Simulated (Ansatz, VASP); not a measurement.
**Two plane-wave programs on Be2H**

```
CELL_PARAMETERS angstrom
2.67900 0.00000 0.00000
-1.33950 2.32008 0.00000
0.00000 0.00000 3.70032
ATOMIC_POSITIONS crystal
Be 0.33333 0.66667 0.70179
Be 0.66667 0.33333 0.29821
H 0.00000 0.00000 0.00000
```

Alike in both runs: task relaxation of cell and atoms; functional PBE; k mesh 6 × 6 × 6; occupations gaussian, width 0.1 eV; no spin polarisation.

|  | VASP | Ansatz |
| --- | --- | --- |
| version | VASP 6.6.1 | Ansatz 0.2.0 |
| potentials or method | VASP PAW PBE potentials, release 64 (Be, H) | scalar-relativistic, plane waves, PAW |
| plane-wave cutoff (eV) | 600 | 420 |
| valence electrons in the cell | 5 | 5 |

```csv
,VASP,Ansatz,Ansatz less VASP
"gap on the k mesh at the Fermi level, each at its own relaxed structure (eV)",none,none,-
relaxed volume (Å³/atom),6.60,6.62,+0.018
relaxed cell length with the largest relative difference (Å),2.511,2.515,+0.0038
energy change over the relaxation (meV/atom),-112,-112,0.0
```

A gap of «none» marks a metal or a gap that the smearing closes.

Caveats: the k mesh is coarse (spacing up to 0.45 Å⁻¹), so the values aren't converged.
